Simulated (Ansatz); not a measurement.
Run this with Ansatz's Python interface and show what comes out.

`baf2_berry.py`
```python
"""Berry-phase polarisation of BaF2, and a Born charge from a small shift."""

import logging
import sys
import warnings

import ansatz as az
import numpy as np

logging.basicConfig(stream=sys.stdout, format="%(levelname)s:%(name)s:%(message)s")
logger = logging.getLogger("ansatz_job")
logger.setLevel(logging.INFO)

warnings.simplefilter("ignore", az.DeckWarning)

lattice = az.Lattice.of(
    (0.0, 3.10005, 3.10005),
    (3.10005, 0.0, 3.10005),
    (3.10005, 3.10005, 0.0),
)
sites = [
    ("Ba", (0.0, 0.0, 0.0)),
    ("F", (0.25, 0.25, 0.25)),
    ("F", (0.75, 0.75, 0.75)),
]
baf2 = az.Crystal(lattice=lattice)
for symbol, position in sites:
    baf2 = baf2.atom(symbol, position)

def solve(structure):
    return (
        structure.calculation()
        .functional("pbe")
        .basis(380)
        .kpoints(6, 6, 6)
        .occupations("fixed")
        .polarization(string_points=10)
        .run()
        .polarization()
    )


vectors = np.array(baf2.lattice.vectors)
shifted = baf2.move(1, to=np.array(baf2.sites[1].position) + 0.01 * np.linalg.inv(vectors)[1])
before, after = solve(baf2), solve(shifted)
for label, p in (("as typed", before), ("shifted", after)):
    print(label, "reduced polarisation:", [round(axis.reduced, 4) for axis in p.axes], "modulo", p.modulus)
# take the change on the nearest branch, then turn it into a dipole per cell
change = np.array([b.reduced - a.reduced for a, b in zip(before.axes, after.axes)])
change -= before.modulus * np.round(change / before.modulus)
dipole = change @ vectors
print("dipole change (e A):", np.round(dipole, 4) + 0.0)
print("column of the Born charge of", baf2.sites[1].symbol, "for a shift along y:", np.round(dipole / 0.01, 2) + 0.0)
```

Output of `python baf2_berry.py`:
```text
as typed reduced polarisation: [7.0, 7.0, 7.0] modulo 1
shifted reduced polarisation: [6.9979, 7.0021, 6.9979] modulo 1
dipole change (e A): [ 0.    -0.013  0.   ]
column of the Born charge of F for a shift along y: [ 0.  -1.3  0. ]
```

Reading the output:
- The settings weren't tested for convergence.
- The cutoff lies under the one recommended for these potentials.
- The starting cell is as deposited in a crystallographic database; the results hold for this polymorph, which needn't be the stable one.
- Polarisation is defined up to a quantum, so only the change along a continuous path has meaning.
- The script silences the warnings on its input, which a real study should read.
- Hardware and time: 46 s on 1 thread of Intel(R) Xeon(R) Platinum 8488C (Sapphire Rapids) (shared host), peak memory 0.48 GiB.

(Lines on the test bed's own set-up are left out of the output.)
